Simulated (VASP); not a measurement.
**MgO in VASP: one cell, several levels of theory**

Aim: gap, levels, forces and stress of MgO (wurtzite), under -3.0 % strain along z alone at fixed geometry. Runs: PBE, r2SCAN. This is a trial cell built on a prototype, not taken from a measured structure, and it needn't be the compound's ground state.

Code: VASP 6.6.1. PAW datasets, plane waves. No spin polarisation and no zero-point or thermal motion; the cell was built from a prototype and may be hypothetical.

### 1 Starting point

The cell comes from an earlier relaxation with r2SCAN in another program, then strained, with the atoms relaxed again.

Space group P6_3mc (No. 186), hexagonal; a = 3.288 Å, c = 4.883 Å in the conventional setting, 11.43 Å³ an atom. Near Mg stand 4 O at 1.95–1.98 Å; near O stand 4 Mg at 1.95–1.98 Å.

The structure in full:

```cif
data_structure
_symmetry_space_group_name_H-M 'P 1'
_symmetry_Int_Tables_number 1
_cell_length_a 3.2882
_cell_length_b 3.2882
_cell_length_c 4.8833
_cell_angle_alpha 90.000
_cell_angle_beta 90.000
_cell_angle_gamma 120.000
_cell_volume 45.73
loop_
_atom_site_label
_atom_site_type_symbol
_atom_site_fract_x
_atom_site_fract_y
_atom_site_fract_z
_atom_site_occupancy
Mg1 Mg 0.33333 0.66667 0.98485 1
Mg2 Mg 0.66667 0.33333 0.48485 1
O1 O 0.33333 0.66667 0.39015 1
O2 O 0.66667 0.33333 0.89015 1
```

### 2 PBE

The input, INCAR:

```
ENCUT = 520.000000
SIGMA = 0.020000
EDIFF = 1.00e-07
GGA = PE
PREC = Accurate
IBRION = -1
ISIF = 2
ISMEAR = -1
NBANDS = 16
NELM = 120
NSW = 0
LASPH = .TRUE.
LCHARG = .TRUE.
LELF = .TRUE.
LWAVE = .FALSE.
LREAL = .FALSE.
```

The input, KPOINTS:

```
KPOINTS created by Atomic Simulation Environment
0
Gamma
12 12 6
0 0 0
```

The input, KPOINTS_OPT:

```
special points
6
Reciprocal
0.0000000000 0.0000000000 0.0000000000 1
0.5000000000 0.0000000000 0.0000000000 1
0.3333333333 0.3333333333 0.0000000000 1
0.0000000000 0.0000000000 0.5000000000 1
0.5000000000 0.0000000000 0.5000000000 1
0.3333333333 0.3333333333 0.5000000000 1
```

The input, POSCAR:

```
Mg O
 1.0000000000000000
     3.2882172281021651   -0.0000000000288675    0.0000000000000000
    -1.6441086140260825    2.8476796527125590    0.0000000000000000
     0.0000000000000000    0.0000000000000000    4.8833352865000004
 Mg  O
   2   2
Cartesian
  0.0000000000166668  1.8984531017987503 -0.0739727679191212
  1.6441086140594161  0.9492265508849416  2.3676948753308795
  0.0000000000166668  1.8984531017987503  1.9052235003566216
  1.6441086140594161  0.9492265508849416  4.3468911436066229
```

Potentials: the recommended PBE PAW datasets, 16 valence electrons in the neutral cell.

Launch:

```sh
$ mpirun -np 1 vasp_std
```

### 3 r2SCAN at this geometry

The input, INCAR:

```
ENCUT = 520.000000
SIGMA = 0.010000
EDIFF = 1.00e-07
ALGO = Normal
METAGGA = R2SCAN
PREC = Accurate
IBRION = -1
ISIF = 2
ISMEAR = 0
NBANDS = 16
NELM = 120
NSW = 0
LASPH = .TRUE.
LCHARG = .TRUE.
LELF = .TRUE.
LWAVE = .FALSE.
LREAL = .FALSE.
```

KPOINTS is that of step 2.

KPOINTS_OPT is that of step 2.

POSCAR is that of step 2.

Before running it: what results should come out? Wanted: for each run, gap; pressure.

The runs gave:

```
 level  gap (eV)  pressure (GPa)
   PBE      3.58            6.98
r2SCAN      4.25            2.76
```

What this shows: The gap runs from 3.58 eV (PBE) to 4.25 eV (r2SCAN). The pressure is highest with PBE (7.0 GPa) and lowest with r2SCAN (2.8 GPa), which orders the cells that they would relax to.
